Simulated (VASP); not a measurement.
# BAs (F-43m) in VASP: further runs

One crystal, BAs, is run at these levels: revPBE, BLYP, PW91; tasks: band structure.

All numbers are computed with VASP 6.6.1; they aren't measurements. Logs are shortened: lines on timing, memory, paths and dates and some standing lists are left out, and cuts for length are marked.

### Step 1. Starting point

It takes space group F-43m (No. 216, cubic). Conventional cell: a = 4.777 Å, b = 4.777 Å, c = 4.777 Å, α = 90.00°, β = 90.00°, γ = 90.00°. As (site symmetry -43m) is surrounded by 4 B at 2.07 Å. Around B (site symmetry -43m) lie 4 As at 2.07 Å.

### Step 2. Band structure, revPBE

The input, INCAR:

```
SYSTEM = BAs
PREC = Accurate
ENCUT = 520
EDIFF = 1E-6
ISMEAR = -1
SIGMA = 0.05
LREAL = .FALSE.
LASPH = .TRUE.
NELM = 80
ALGO = Fast
ISIF = 2
LWAVE = .FALSE.
LCHARG = .FALSE.
GGA = RE
```

The input, KPOINTS:

```
regular mesh
0
G
  10 10 10
  0 0 0
```

The input, POSCAR:

```
BAs
1.0
    0.0000000000      2.3885000000      2.3885000000
    2.3885000000      0.0000000000      2.3885000000
    2.3885000000      2.3885000000      0.0000000000
As B
1 1
Direct
    0.7500000000      0.7500000000      0.7500000000
    0.0000000000      0.0000000000      0.0000000000
```

The input, KPOINTS_OPT:

```
path GXWKGLUWLK,UX
10
line-mode
reciprocal
 0.0000000000  0.0000000000  0.0000000000  G
 0.5000000000  0.0000000000  0.5000000000  X

 0.5000000000  0.0000000000  0.5000000000  X
 0.5000000000  0.2500000000  0.7500000000  W

 0.5000000000  0.2500000000  0.7500000000  W
 0.3750000000  0.3750000000  0.7500000000  K

 0.3750000000  0.3750000000  0.7500000000  K
 0.0000000000  0.0000000000  0.0000000000  G

 0.0000000000  0.0000000000  0.0000000000  G
 0.5000000000  0.5000000000  0.5000000000  L

 0.5000000000  0.5000000000  0.5000000000  L
 0.6250000000  0.2500000000  0.6250000000  U

 0.6250000000  0.2500000000  0.6250000000  U
 0.5000000000  0.2500000000  0.7500000000  W

 0.5000000000  0.2500000000  0.7500000000  W
 0.5000000000  0.5000000000  0.5000000000  L

 0.5000000000  0.5000000000  0.5000000000  L
 0.3750000000  0.3750000000  0.7500000000  K

 0.6250000000  0.2500000000  0.6250000000  U
 0.5000000000  0.0000000000  0.5000000000  X
```

Potentials or basis: VASP PAW PBE potentials, release 64 (As, B).

Run with:

```
cat potpaw_PBE.64/As/POTCAR potpaw_PBE.64/B/POTCAR > POTCAR
mpirun -np 1 vasp_std > vasp.out
```

OUTCAR:

```text
SYSTEM = BAs
   PREC = Accurate
   ENCUT = 520
   EDIFF = 1E-6
   ISMEAR = -1
   LREAL = .FALSE.
   LASPH = .TRUE.
   NELM = 80
   ISIF = 2
   GGA = RE

 ion  position               nearest neighbor table
   1  0.750  0.750  0.750-   2 2.07   2 2.07   2 2.07   2 2.07
   2  0.000  0.000  0.000-   1 2.07   1 2.07   1 2.07   1 2.07

  LATTYP: Found a face centered cubic cell.
 ALAT       =     4.7770000000

  Lattice vectors:

 A1 = (   0.0000000000,   2.3885000000,   2.3885000000)
 A2 = (   2.3885000000,   0.0000000000,   2.3885000000)
 A3 = (   2.3885000000,   2.3885000000,   0.0000000000)

Analysis of symmetry for initial positions (statically):
=====================================================================
 Subroutine PRICEL returns:
 Original cell was already a primitive cell.

 Routine SETGRP: Setting up the symmetry group for a
 face centered cubic supercell.

 Subroutine GETGRP returns: Found 24 space group operations
 (whereof 24 operations were pure point group operations)
 out of a pool of 48 trial point group operations.

The static configuration has the point symmetry T_d .

Analysis of symmetry for dynamics (positions and initial velocities):
=====================================================================
 Subroutine PRICEL returns:
 Original cell was already a primitive cell.

 Routine SETGRP: Setting up the symmetry group for a
 face centered cubic supercell.

 Subroutine GETGRP returns: Found 24 space group operations
 (whereof 24 operations were pure point group operations)
 out of a pool of 48 trial point group operations.

The dynamic configuration has the point symmetry T_d .

 Subroutine INISYM returns: Found 24 space group operations
 (whereof 24 operations are pure point group operations),
 and found     1 'primitive' translations

----------------------------------------------------------------------------------------

                                     Primitive cell

  volume of cell :      27.2525

  direct lattice vectors                    reciprocal lattice vectors
     0.000000000  2.388500000  2.388500000    -0.209336404  0.209336404  0.209336404
     2.388500000  0.000000000  2.388500000     0.209336404 -0.209336404  0.209336404
     2.388500000  2.388500000  0.000000000     0.209336404  0.209336404 -0.209336404

  length of vectors
     3.377849094  3.377849094  3.377849094     0.362581287  0.362581287  0.362581287

  position of ions in fractional coordinates (direct lattice)
     0.750000000  0.750000000  0.750000000
     0.000000000  0.000000000  0.000000000

  ion indices of the primitive-cell ions
   primitive index   ion index
                 1           1
                 2           2

----------------------------------------------------------------------------------------

 KPOINTS: regular mesh

Automatic generation of k-mesh.
 Grid dimensions read from file:
 generate k-points for:   10   10   10

 Generating k-lattice:

  Cartesian coordinates                     Fractional coordinates (reciprocal lattice)
    -0.020933640  0.020933640  0.020933640     0.100000000  0.000000000  0.000000000
     0.020933640 -0.020933640  0.020933640     0.000000000  0.100000000  0.000000000
     0.020933640  0.020933640 -0.020933640     0.000000000  0.000000000  0.100000000

  Length of vectors
     0.036258129  0.036258129  0.036258129

  Shift w.r.t. Gamma in fractional coordinates (k-lattice)
     0.000000000  0.000000000  0.000000000

 Subroutine IBZKPT returns following result:
 ===========================================

 Found     47 irreducible k-points:

 Following reciprocal coordinates:
            Coordinates               Weight
  0.000000  0.000000  0.000000      1.000000
  0.100000  0.000000  0.000000      8.000000
  0.200000  0.000000  0.000000      8.000000
  0.300000  0.000000  0.000000      8.000000
  0.400000  0.000000  0.000000      8.000000
  0.500000  0.000000  0.000000      4.000000
[... 39 lines left out ...]
 -0.300000  0.400000  0.200000     24.000000
 -0.300000  0.500000  0.200000     12.000000
   k-points           NKPTS =     47   k-points in BZ     NKDIM =     47   number of bands    NBANDS=      8
   number of dos      NEDOS =    301   number of ions     NIONS =      2
   total plane-waves  NPLWV =  21952
   dimension x,y,z NGX =    28 NGY =   28 NGZ =   28
   dimension x,y,z NGXF=    56 NGYF=   56 NGZF=   56
   ions per type =               1   1
   NGX,Y,Z   is equivalent  to a cutoff of  13.78, 13.78, 13.78 a.u.
   NGXF,Y,Z  is equivalent  to a cutoff of  27.56, 27.56, 27.56 a.u.
 SYSTEM =  BAs
   PREC   = accura    normal or accurate (medium, high low for compatibility)
   ISTART =      0    job   : 0-new  1-cont  2-samecut
   ICHARG =      2    charge: 1-file 2-atom 10-const
   ISPIN  =      1    spin polarized calculation?
   LNONCOLLINEAR =      F non collinear calculations
   LSORBIT =      F    spin-orbit coupling
   LASPH  =      T    aspherical Exc in radial PAW
   ENCUT  =  520.0 eV  38.22 Ry    6.18 a.u.   6.28  6.28  6.28*2*pi/ulx,y,z
   NELM   =     80;   NELMIN=  2; NELMDL= -5     # of ELM steps
   EDIFF  = 0.1E-05   stopping-criterion for ELM
   LREAL  =      F    real-space projection
   EDIFFG = 0.1E-04   stopping-criterion for IOM
   NSW    =      0    number of steps for IOM
   IBRION =     -1    ionic relax: 0-MD 1-quasi-New 2-CG
   NFREE  =      0    steps in history (QN), initial steepest desc. (CG)
   ISIF   =      2    stress and relaxation
   ISYM   =      2    0-nonsym 1-usesym 2-fastsym
   POTIM  = 0.5000    time-step for ionic-motion
   TEBEG  =    0.0;   TEEND  =   0.0 temperature during run
   PSTRESS=    0.0 pullay stress
   NELECT =       8.0000    total number of electrons
   NUPDOWN=      -1.0000    fix difference up-down
   EMIN   =  10.00;   EMAX   =-10.00  energy-range for DOS
   EFERMI =   0.00;   METHOD = LEGACY
   ISMEAR =    -1;   SIGMA  =   0.05  broadening in eV -4-tet -1-fermi 0-gaus
   EFERMI_NEDOS =   21; number of points for ismear=-14 and -15
   IALGO  =     68    algorithm
   IMIX   =      4    mixing-type and parameters
     AMIX     =   0.40;   BMIX     =  1.00
     AMIX_MAG =   1.60;   BMIX_MAG =  1.00
  volume/ion in A,a.u.               =      13.63        91.95
  Fermi-wavevector in a.u.,A,eV,Ry     =   1.088018  2.056057 16.106360  1.183784
  Thomas-Fermi vector in A             =   2.224191
   LORBIT       =      0    0 simple, 1 ext, 2 COOP (PROOUT), +10 PAW based schemes
   GGA     = RE    functional components
   LHFCALC =     F    Hartree Fock is set to
   AEXX    =    0.0000 exact exchange contribution
   IVDW    =     0    specifies the selected vdW correction
   LEPSILON=     F    determine dielectric tensor
   LRPA    =     F    only Hartree local field effects (RPA)
 non-spin polarized calculation
 RMM-DIIS sequential band-by-band and
  energy-cutoff  :      520.00
  volume of cell :       27.25
 maximum number of plane-waves:       754
 NGX is ok and might be reduce to    28
   NGX = 13   NGY = 13   NGZ = 13

 number of electron       8.0000000 magnetization

 Free energy of the ion-electron system (eV)
  ---------------------------------------------------
  ext. energy  EPLUGINS =         0.00000000
  ---------------------------------------------------
  free energy    TOTEN  =       -10.84862352 eV

  energy without entropy =      -10.84862345  energy(sigma->0) =      -10.84862348

 E-fermi :   6.7861     XC(G=0): -10.5244

 val. band max:        6.2056985309   @ k =   0.0000   0.0000   0.0000
 cond. band min:       7.4012577744   @ k =   0.4000   0.4000   0.0000
 fundamental gap:      1.1955592435
 Fermi energy:         6.7861423893

 k-point     1 :       0.0000    0.0000    0.0000
  band No.  band energies     occupation
      1      -9.2015      2.00000
      2       6.2057      1.99998
      3       6.2057      1.99998
      4       6.2057      1.99998
      5       9.4806      0.00000
      6       9.4806      0.00000
      7       9.4806      0.00000
      8      10.9089      0.00000

 k-point     2 :       0.1000    0.0000    0.0000
  band No.  band energies     occupation
      1      -9.0371      2.00000
      2       4.8069      2.00000
      3       5.9031      2.00000
      4       5.9031      2.00000
      5       9.6395      0.00000
      6       9.8793      0.00000
      7       9.8793      0.00000
      8      11.7802      0.00000

 k-point     3 :       0.2000    0.0000    0.0000
  band No.  band energies     occupation
      1      -8.5524      2.00000
      2       2.4393      2.00000
      3       5.3270      2.00000
      4       5.3270      2.00000
      5       9.4279      0.00000
      6      10.5983      0.00000
      7      10.5983      0.00000
      8      13.4206      0.00000

 k-point     4 :       0.3000    0.0000    0.0000
  band No.  band energies     occupation
      1      -7.7835      2.00000
      2       0.1460      2.00000
      3       4.8177      2.00000
      4       4.8177      2.00000
      5       9.1550      0.00000
      6      11.0008      0.00000
      7      11.0008      0.00000
      8      14.7070      0.00000

 k-point     5 :       0.4000    0.0000    0.0000
  band No.  band energies     occupation
      1      -6.8631      2.00000
      2      -1.7315      2.00000
      3       4.4910      2.00000
      4       4.4910      2.00000
      5       8.9710      0.00000
      6      11.0259      0.00000
      7      11.0259      0.00000
      8      15.1329      0.00000
[... 353 lines left out ...]
 k-point    38 :      -0.4000    0.3000    0.1000
  band No.  band energies     occupation
      1      -5.5532      2.00000
      2      -1.8690      2.00000
      3       1.0605      2.00000
      4       2.7118      2.00000
      5       9.5862      0.00000
      6      12.1343      0.00000
      7      13.3723      0.00000
      8      15.1888      0.00000

 k-point    39 :      -0.3000    0.3000    0.1000
  band No.  band energies     occupation
      1      -5.7523      2.00000
      2      -1.5798      2.00000
      3       0.8294      2.00000
      4       3.0489      2.00000
      5       9.9804      0.00000
      6      11.8847      0.00000
      7      13.5664      0.00000
      8      15.3312      0.00000

 k-point    40 :      -0.2000    0.3000    0.1000
  band No.  band energies     occupation
      1      -6.5755      2.00000
      2      -0.4792      2.00000
      3       1.1927      2.00000
      4       3.6584      2.00000
      5      10.3722      0.00000
      6      11.4374      0.00000
      7      12.4888      0.00000
      8      14.4423      0.00000

 [... further k-points ...]
[... 5 lines left out ...]
  --------------------------------------------------------------------------------------
  -------------------------------------------------------------------------------------
  Total        0.9106094      0.9106094      0.9106094      0.0000000      0.0000000     -0.0000000
  in kB       53.5348951     53.5348951     53.5348951      0.0000000      0.0000000     -0.0000000
  external PRESSURE =      53.5348951 kB  Pullay stress =       0.0000000 kB

 VOLUME and BASIS-vectors are now :
 -----------------------------------------------------------------------------
  energy-cutoff  :      520.00
  volume of cell :       27.25
      direct lattice vectors                 reciprocal lattice vectors
     0.000000000  2.388500000  2.388500000    -0.209336404  0.209336404  0.209336404
     2.388500000  0.000000000  2.388500000     0.209336404 -0.209336404  0.209336404
     2.388500000  2.388500000  0.000000000     0.209336404  0.209336404 -0.209336404

 POSITION                                       TOTAL-FORCE (eV/Angst)
 -----------------------------------------------------------------------------------
      3.58275      3.58275      3.58275        -0.000000     -0.000000     -0.000000
      0.00000      0.00000      0.00000         0.000000      0.000000      0.000000
 -----------------------------------------------------------------------------------
    total drift:                                0.000000      0.000000      0.000000

  FREE ENERGIE OF THE ION-ELECTRON SYSTEM (eV)
  ---------------------------------------------------
  free  energy   TOTEN  =       -10.8486235186 eV

  energy  without entropy=      -10.8486234458  energy(sigma->0) =      -10.84862348
```

It took 37 s on 1 thread of Intel Xeon Platinum 8375C at 2.90GHz (Ice Lake), shared host; peak memory 0.16 GiB.

Results:

```
Free energy             : -10.8486 eV
Pressure                : 5.4 GPa
Band gap on the k mesh  : 1.20 eV, indirect (least direct gap 3.27 eV)
Band gap along the path : 1.20 eV, indirect (least direct gap 3.27 eV)
```

Levels at the corners of the path, in eV from the valence-band top:
```tsv
point	band 1	band 2	band 3	band 4	band 5	band 6	band 7	band 8
Γ	-15.41	0.00	0.00	0.00	3.27	3.27	3.27	4.70
X	-11.20	-8.56	-4.09	-4.09	1.43	1.48	11.41	11.41
X	-11.20	-8.56	-4.09	-4.09	1.43	1.48	11.41	11.41
W	-11.04	-8.10	-5.49	-5.19	5.27	5.97	6.83	7.03
W	-11.04	-8.10	-5.49	-5.19	5.27	5.97	6.83	7.03
K	-11.25	-8.18	-5.95	-3.49	2.06	5.57	9.23	9.80
K	-11.25	-8.18	-5.95	-3.49	2.06	5.57	9.23	9.80
Γ	-15.41	0.00	0.00	0.00	3.27	3.27	3.27	4.70
Γ	-15.41	0.00	0.00	0.00	3.27	3.27	3.27	4.70
L	-12.53	-8.80	-1.83	-1.83	2.70	4.78	4.78	8.93
L	-12.53	-8.80	-1.83	-1.83	2.70	4.78	4.78	8.93
U	-11.25	-8.18	-5.95	-3.49	2.06	5.57	9.23	9.80
U	-11.25	-8.18	-5.95	-3.49	2.06	5.57	9.23	9.80
W	-11.04	-8.10	-5.49	-5.19	5.27	5.97	6.83	7.03
W	-11.04	-8.10	-5.49	-5.19	5.27	5.97	6.83	7.03
L	-12.53	-8.80	-1.83	-1.83	2.70	4.78	4.78	8.93
L	-12.53	-8.80	-1.83	-1.83	2.70	4.78	4.78	8.93
K	-11.25	-8.18	-5.95	-3.49	2.06	5.57	9.23	9.80
U	-11.25	-8.18	-5.95	-3.49	2.06	5.57	9.23	9.80
X	-11.20	-8.56	-4.09	-4.09	1.43	1.48	11.41	11.41
```

Caveat: the PAW data sets were made with another functional, which shifts forces and pressure a little. A hybrid or GW would open this gap; revPBE tends to underestimate it.

[end of part 1 of 2]
